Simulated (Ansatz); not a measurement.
# BeTe (zincblende type): maximally localised Wannier functions, part 3 of 3

Aim: build maximally localised Wannier functions for BeTe (zincblende type) from several sets of trial orbitals, and check spreads and centres, and how well the models interpolate the bands. Plan: PBE, anion s p, 6×6×6; PBE, anion s p, 4×4×4; PBE, anion s p, 8×8×8; PBE, anion p, 6×6×6; PBE, all s p, disentangled, 6×6×6; r2SCAN, anion s p, 6×6×6; r2SCAN, anion p, 6×6×6; r2SCAN, all s p, disentangled, 6×6×6; HSE06, anion s p, 6×6×6 (level, trial orbitals, Wannier mesh).

Ansatz 0.2.0; plane waves, PAW; no spin-orbit coupling unless a run is so named.

## Step 7: r2SCAN, anion s p, 6×6×6

input.yaml reads:

```yaml
crystal:
  lattice:
    - [0.0, 2.8286236224, 2.8286236224]
    - [2.8286236224, 0.0, 2.8286236224]
    - [2.8286236224, 2.8286236224, 0.0]
  atoms:
    - { symbol: Be, position: [0.0, 0.0, 0.0] }
    - { symbol: Te, position: [0.25, 0.25, 0.25] }
kpoints:
  mp_grid: { grid: [6, 6, 6] }
  band_path:
    path:
      - [[0.0, 0.0, 0.0], [-0.5, -0.5, -1.40506151269e-33], [-0.375, -0.375, 0.25]]
      - [[-0.375, -1.63790699814e-17, 0.375], [0.0, 0.0, 0.0], [-1.09193799876e-17, -1.09193799876e-17, 0.5], [-0.5, -0.25, 0.25], [-0.5, -0.5, -1.40506151269e-33]]
    npoints: 10
hamiltonian:
  xc: r2scan
scf:
  occupations: { method: fixed }
  n_extra_bands: 6
output:
  forces: false
  stress: false
  eigenvalues: true
  wannier:
    kmesh: [6, 6, 6]
    projections: [{ species: Te, l: s, shell: 5 }, { species: Te, l: p, shell: 5 }]
    minimise: true
    write_hr: true
    conv_tol: 1.0e-08
    max_iter: 3000
```

Run with:

```
ansatz run input.yaml --threads 4 --pin off --max-ram 3686MiB --backend cpu --events-out ev --progress --plain --runs-dir out
```

The program printed (excerpt; [...] marks lines left out):

```text
Warning: RAYON_NUM_THREADS=4 ignored (pool sized by the plan → 4); use --threads N
scf.n_extra_bands = 6 over 9 filled bands (N_el = 18.0): the run solves 15 bands
[...]
Pseudopotentials: kind: paw
Pseudopotential: Be, paw, valence charge 2, recommended cutoff 500 eV (meta_gga), Be.paw.azcp
Pseudopotential: Te, paw, valence charge 16, recommended cutoff 500 eV (meta_gga), Te.paw.azcp
Functional definition: r2SCAN
[...]
Crystal: 2 atoms, lattice volume = 45.264 Å³
[...]
Free energy (F): -7089.084379 eV
[...]
E sigma→0 (E₀):  -7089.084379 eV
Fermi energy:    7.068528 eV
[...]
--- Band table (eV; the first three rows and the last of 16) ---
  k-point 0: bands = ["-29.9322", "-29.9322", "-29.9322", "-29.9139", "-29.9139", "-5.6283", "7.0685", "7.0685", "7.0685", "11.1082", "11.1082", "11.1082", "11.4588", "16.0644", "17.9700"]
[...]
Wannier search: line search 1 of at most 3000: gauge-dependent spread (as the search counts it) 3.4312888 Å², largest recent change 2.5e-1 Å² and fall left 5.4e-4 Å² against conv_tol 1.0e-8 Å², 0 stops escaped
```

Run time: 3.5 s. Hardware: 4 threads of Arm Neoverse N1, shared host; peak memory 0.39 GiB.

wannier.win names the bands that the functions span: 6-9 (counted from 1; 9 are filled).

The head of wannier.spreads.toml:

```toml
omega_i_ang2 = 6.496397006755572
omega_d_ang2 = 0.0009969075710746856
omega_od_ang2 = 0.7584009514075127
omega_total_ang2 = 7.25579486573416
least_projectability = 0.8807291088762372
b_vectors_match_mmn = true
n_iter = 24
converged = true
rejected_fitted_steps = 0
```

The functions (centres in Å, on-site energies from the top of the filled bands):

| n | x | y | z | spread (Å²) | on-site (eV) | nearest atoms | distance (Å) |
| --- | --- | --- | --- | --- | --- | --- | --- |
| 1 | 0.922 | 1.906 | 1.906 | 1.814 | -5.019 | Te2 | 0.85 |
| 2 | 1.906 | 0.922 | 1.906 | 1.814 | -5.019 | Te2 | 0.85 |
| 3 | 0.922 | 0.922 | 0.922 | 1.814 | -5.019 | Te2 | 0.85 |
| 4 | 1.906 | 1.906 | 0.922 | 1.814 | -5.019 | Te2 | 0.85 |

Along the path each interpolated band stays within 0.01, 0.06, 0.04, 0.02 eV of the nearest computed level, from the lowest band up.

## Step 8: r2SCAN, anion p, 6×6×6

Edit input.yaml of step 7 so:

```diff
@@ -26,3 +26,3 @@
     kmesh: [6, 6, 6]
-    projections: [{ species: Te, l: s, shell: 5 }, { species: Te, l: p, shell: 5 }]
+    projections: [{ species: Te, l: p, shell: 5 }]
     minimise: true
```

Run with:

```
ansatz run input.yaml --threads 4 --pin off --max-ram 3686MiB --backend cpu --events-out ev --progress --plain --runs-dir out
```

The program printed (excerpt; [...] marks lines left out):

```text
Warning: RAYON_NUM_THREADS=4 ignored (pool sized by the plan → 4); use --threads N
scf.n_extra_bands = 6 over 9 filled bands (N_el = 18.0): the run solves 15 bands
[...]
[... 4 set-up lines as earlier in the session ...]
[...]
Crystal: 2 atoms, lattice volume = 45.264 Å³
[...]
Free energy (F): -7089.084379 eV
[...]
E sigma→0 (E₀):  -7089.084379 eV
Fermi energy:    7.068528 eV
[...]
--- Band table (eV; the first three rows and the last of 16) ---
  k-point 0: bands = ["-29.9322", "-29.9322", "-29.9322", "-29.9139", "-29.9139", "-5.6283", "7.0685", "7.0685", "7.0685", "11.1082", "11.1082", "11.1082", "11.4588", "16.0644", "17.9700"]
[...]
Wannier search: line search 1 of at most 3000: gauge-dependent spread (as the search counts it) 0.5906780 Å², largest recent change 6.4e-2 Å² and fall left 7.8e-5 Å² against conv_tol 1.0e-8 Å², 0 stops escaped
```

Wall time 3.5 s (4 threads of Arm Neoverse N1, shared host); peak memory 0.39 GiB.

wannier.win names the bands that the functions span: 7-9 (counted from 1; 9 are filled).

The head of wannier.spreads.toml:

```toml
omega_i_ang2 = 8.04032541738686
omega_d_ang2 = 0.004259244019887621
omega_od_ang2 = 0.29422068432226994
omega_total_ang2 = 8.338805345729018
least_projectability = 0.7505124136388373
b_vectors_match_mmn = true
n_iter = 29
converged = true
rejected_fitted_steps = 0
```

The functions (centres in Å, on-site energies from the top of the filled bands):

| n | x | y | z | spread (Å²) | on-site (eV) | nearest atoms | distance (Å) |
| --- | --- | --- | --- | --- | --- | --- | --- |
| 1 | 1.183 | 1.533 | 1.533 | 2.780 | -2.915 | Te2 | 0.29 |
| 2 | 1.533 | 1.533 | 1.183 | 2.780 | -2.915 | Te2 | 0.29 |
| 3 | 1.533 | 1.183 | 1.533 | 2.780 | -2.915 | Te2 | 0.29 |

Along the path each interpolated band stays within 0.06, 0.04, 0.02 eV of the nearest computed level, from the lowest band up.

## Step 9: r2SCAN, all s p, disentangled, 6×6×6

Edit input.yaml of step 8 so:

```diff
@@ -19,3 +19,3 @@
   occupations: { method: fixed }
-  n_extra_bands: 6
+  n_extra_bands: 8
 output:
@@ -26,3 +26,7 @@
     kmesh: [6, 6, 6]
-    projections: [{ species: Te, l: p, shell: 5 }]
+    projections:
+      - { species: Te, l: s, shell: 5 }
+      - { species: Te, l: p, shell: 5 }
+      - { species: Be, l: s, shell: 2 }
+      - { species: Be, l: p, shell: 2 }
     minimise: true
@@ -31 +35,2 @@
     max_iter: 3000
+    disentanglement: { window: [-18.93, 25.44], frozen_window: [-0.93, 10.94] }
```

Run with:

```
ansatz run input.yaml --threads 4 --pin off --max-ram 3686MiB --backend cpu --events-out ev --progress --plain --runs-dir out
```

The program printed (excerpt; [...] marks lines left out):

```text
Warning: RAYON_NUM_THREADS=4 ignored (pool sized by the plan → 4); use --threads N
Be: the file doesn't list 2p, so it is added from the neutral free atom; the dataset's partial waves leave at most 6.5e-4 of an orbital's norm unspanned inside its sphere
scf.n_extra_bands = 8 over 9 filled bands (N_el = 18.0): the run solves 17 bands
[...]
[... 4 set-up lines as earlier in the session ...]
[...]
  k-point 0: bands = ["-29.9322", "-29.9322", "-29.9322", "-29.9139", "-29.9139", "-5.6283", "7.0685", "7.0685", "7.0685", "11.1083", "11.1083", "11.1083", "11.4588", "16.0644", "17.9700", "17.9700", "19.1281"]
[...]
Wannier search: line search 1 of at most 3000: gauge-dependent spread (as the search counts it) 29.6889732 Å², largest recent change 1.2e1 Å² and fall left 4.0e0 Å² against conv_tol 1.0e-8 Å², 0 stops escaped
WARN: <dir> by an estimate from the overlaps, the levels of the selected subspace lie 0.023 eV from the frozen bands on average, midway between mesh points. Up to 0.02 eV counts as a good interpolation. More projections, another frozen window or a finer output.wannier.kmesh can bring them closer
```

Wall time 7 s (4 threads of Arm Neoverse N1, shared host); peak memory 0.49 GiB.

The windows are typed on the program's own energy scale, on which the last band filled by count tops at 7.07 eV.

The head of wannier.spreads.toml:

```toml
omega_i_ang2 = 14.432568124213276
omega_d_ang2 = 0.334873890507123
omega_od_ang2 = 5.152552643204702
omega_total_ang2 = 19.919994657925102
least_projectability = 0.0023309105398068132
b_vectors_match_mmn = true
n_iter = 50
converged = true
rejected_fitted_steps = 0
dis_converged = true
dis_n_iter = 72
dis_n_moved = 1
dis_level_miss = 0.02349266254912078
```

The functions (centres in Å, on-site energies from the top of the filled bands):

| n | x | y | z | spread (Å²) | on-site (eV) | nearest atoms | distance (Å) |
| --- | --- | --- | --- | --- | --- | --- | --- |
| 1 | 1.923 | 0.789 | 1.923 | 1.998 | -3.266 | Te2 | 0.95 |
| 2 | 1.923 | 1.923 | 0.789 | 1.998 | -3.266 | Te2 | 0.95 |
| 3 | 0.789 | 1.923 | 1.923 | 1.998 | -3.266 | Te2 | 0.95 |
| 4 | 0.888 | 0.888 | 0.888 | 2.275 | -2.648 | Te2 | 0.91 |
| 5 | -0.010 | -0.010 | 2.818 | 3.319 | 4.636 | Te2 | 2.43 |
| 6 | -0.269 | 0.215 | 0.215 | 2.777 | 4.582 | Be1 | 0.41 |
| 7 | 0.215 | -0.269 | 0.215 | 2.777 | 4.582 | Be1 | 0.41 |
| 8 | 0.215 | 0.215 | -0.269 | 2.777 | 4.582 | Be1 | 0.41 |

Along the path each interpolated band stays within 1.78, 0.04, 0.12, 0.04, 0.26, 1.01, 0.67, 2.02 eV of the nearest computed level, from the lowest band up; bands outside the frozen window needn't match, and between the mesh's points a coarse mesh lets the others stray too.

Misses of an eV or more mean that the model does not follow those bands.

The least projectability is 0.00: some state is hardly reached by the trial orbitals.

## Step 10: HSE06, anion s p, 6×6×6

input.yaml reads:

```yaml
crystal:
  lattice:
    - [0.0, 2.8286236224, 2.8286236224]
    - [2.8286236224, 0.0, 2.8286236224]
    - [2.8286236224, 2.8286236224, 0.0]
  atoms:
    - { symbol: Be, position: [0.0, 0.0, 0.0] }
    - { symbol: Te, position: [0.25, 0.25, 0.25] }
kpoints:
  mp_grid: { grid: [6, 6, 6] }
  band_path:
    path:
      - [0.0, 0.0, 0.0]
      - [-0.5, -0.5, 0.0]
      - [-0.375, -0.375, 0.25]
      - [-0.375, 0.0, 0.375]
      - [0.0, 0.0, 0.5]
      - [-0.5, -0.25, 0.25]
      - [0.0, 0.5, 0.5]
    npoints: 1
hamiltonian:
  xc: hse06
scf:
  occupations: { method: fixed }
  n_extra_bands: 6
output:
  forces: false
  stress: false
  eigenvalues: true
  wannier:
    kmesh: [6, 6, 6]
    projections: [{ species: Te, l: s, shell: 5 }, { species: Te, l: p, shell: 5 }]
    minimise: true
    write_hr: true
    conv_tol: 1.0e-08
    max_iter: 3000
  write_density: true
  write_potential: true
  elf: true
  volumetric_format: npy
```

Run with:

```
ansatz run input.yaml --threads 4 --pin off --max-ram 3686MiB --backend cpu --events-out ev --progress --plain --runs-dir out
```

The program printed (excerpt; [...] marks lines left out):

```text
Warning: RAYON_NUM_THREADS=4 ignored (pool sized by the plan → 4); use --threads N
scf.n_extra_bands = 6 over 9 filled bands (N_el = 18.0): the run solves 15 bands
[...]
[... 3 set-up lines as earlier in the session ...]
Functional definition: HSE06
[...]
Frozen-core exchange: fock
[...]
E sigma→0 (E₀):  -7078.179659 eV
Fermi energy:    6.778755 eV
[...]
--- Band table (eV; the first three rows and the last of 16) ---
  k-point 0: bands = ["-31.7465", "-31.7465", "-31.7465", "-31.7308", "-31.7308", "-6.6141", "6.7788", "6.7788", "6.7788", "11.2613", "11.2613", "11.2613", "11.4594", "16.0792", "18.2302"]
[...]
Wannier search: line search 1 of at most 3000: gauge-dependent spread (as the search counts it) 3.4522208 Å², largest recent change 2.6e-1 Å² and fall left 5.4e-4 Å² against conv_tol 1.0e-8 Å², 0 stops escaped
```

It took 2.1 min on 4 threads of Arm Neoverse N1, shared host; peak memory 1.3 GiB.

wannier.win names the bands that the functions span: 6-9 (counted from 1; 9 are filled).

The head of wannier.spreads.toml:

```toml
omega_i_ang2 = 6.449548712786225
omega_d_ang2 = 0.0008846540587780739
omega_od_ang2 = 0.7394401891204455
omega_total_ang2 = 7.189873555965448
least_projectability = 0.8808976488952611
b_vectors_match_mmn = true
n_iter = 24
converged = true
rejected_fitted_steps = 0
```

The functions (centres in Å, on-site energies from the top of the filled bands):

```csv
n,x,y,z,spread (Å²),on-site (eV),nearest atoms,distance (Å)
1,0.919,1.910,1.910,1.797,-5.285,Te2,0.86
2,1.910,0.919,1.910,1.797,-5.285,Te2,0.86
3,0.919,0.919,0.919,1.797,-5.285,Te2,0.86
4,1.910,1.910,0.919,1.797,-5.285,Te2,0.86
```

## Step 11: All runs side by side

| run | functions | total spread (Å²) | invariant part (Å²) | mean spread (Å²) | largest miss of a band (eV) | time |
| --- | --- | --- | --- | --- | --- | --- |
| PBE, anion s p, 6×6×6 | 4 | 7.402 | 6.662 | 1.850 | 0.07 | 2.1 s |
| PBE, anion s p, 4×4×4 | 4 | 6.634 | 5.873 | 1.659 | 0.21 | 1.7 s |
| PBE, anion s p, 8×8×8 | 4 | 7.725 | 7.016 | 1.931 | 0.02 | 2.7 s |
| PBE, anion p, 6×6×6 | 3 | 8.486 | 8.172 | 2.829 | 0.07 | 2 s |
| PBE, all s p, disentangled, 6×6×6 | 8 | 20.081 | 14.302 | 2.510 | 1.83 | 4.9 s |
| r2SCAN, anion s p, 6×6×6 | 4 | 7.256 | 6.496 | 1.814 | 0.06 | 3.5 s |
| r2SCAN, anion p, 6×6×6 | 3 | 8.339 | 8.040 | 2.780 | 0.06 | 3.5 s |
| r2SCAN, all s p, disentangled, 6×6×6 | 8 | 19.920 | 14.433 | 2.490 | 2.02 | 7 s |
| HSE06, anion s p, 6×6×6 | 4 | 7.190 | 6.450 | 1.797 | not checked | 2.1 min |

## Step 12: Summary of results

This closing draws on all 3 parts.

| quantity | value |
| --- | --- |
| total spread, PBE, anion s p, 6×6×6 | 7.40 Å² over 4 functions |
| total spread, PBE, anion s p, 4×4×4 | 6.63 Å² over 4 functions |
| total spread, PBE, anion s p, 8×8×8 | 7.72 Å² over 4 functions |
| total spread, PBE, anion p, 6×6×6 | 8.49 Å² over 3 functions |
| total spread, PBE, all s p, disentangled, 6×6×6 | 20.08 Å² over 8 functions |
| total spread, r2SCAN, anion s p, 6×6×6 | 7.26 Å² over 4 functions |
| total spread, r2SCAN, anion p, 6×6×6 | 8.34 Å² over 3 functions |
| total spread, r2SCAN, all s p, disentangled, 6×6×6 | 19.92 Å² over 8 functions |
| total spread, HSE06, anion s p, 6×6×6 | 7.19 Å² over 4 functions |
| centres of the first set | 0.85 Å from the nearest atom |

**Reading.** With PBE, anion s p, 6×6×6 the 4 functions move off the atoms, with a mean spread of 1.85 Å²; 90 % of the total is gauge invariant. The total spread goes from 6.63 Å² on 4×4×4 to 7.72 Å² on 8×8×8: finite differences in k understate it on coarse meshes, while the largest miss of a band goes from 0.21 to 0.02 eV. On one set and mesh the functional gives 7.40 (PBE), 7.26 (r2SCAN), 7.19 (HSE06) Å². The disentangled models miss some band by up to 2.0 eV, which may lie outside their frozen windows.
